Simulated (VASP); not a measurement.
Ge, 2 atoms in the cell. The cell holds a slab with vacuum, 2 atoms: a = 4.073 Å, b = 4.073 Å, c = 28.000 Å, α = 90.00°, β = 90.00°, γ = 120.00°. The cell was built by a generator and needn't be a form met in nature.

| Property | Result |
| --- | --- |
| Program | VASP 6.6.1 |
| Task | single point |
| Functional | PBE |
| Dispersion | D3(BJ) |
| Potentials or basis | VASP PAW PBE potentials, release 64 (Ge_d) |
| Cutoff | 520 eV |
| k mesh | 12 × 12 × 1 |
| Occupations | gaussian, width 0.1 eV |
| Spin | no spin polarisation |
| Dipole correction | yes |
| Further INCAR settings | ALGO = Fast; EDIFF = 1e-06; NBANDS = 21 |

Potentials or basis: VASP PAW PBE potentials, release 64 (Ge_d).

Command:

```bash
$ cat potpaw_PBE.64/Ge_d/POTCAR > POTCAR
$ mpirun -np 1 vasp_std > vasp.out
```

Hardware: 1 thread of Intel(R) Xeon(R) Platinum 8488C (Sapphire Rapids), on a shared host.

Q: Estimate the wall time of this run.

A: It took 5.1 min on 1 thread of Intel(R) Xeon(R) Platinum 8488C (Sapphire Rapids), on a shared host, peak memory 0.51 GiB. Counts: scf iterations 21, k points 19.
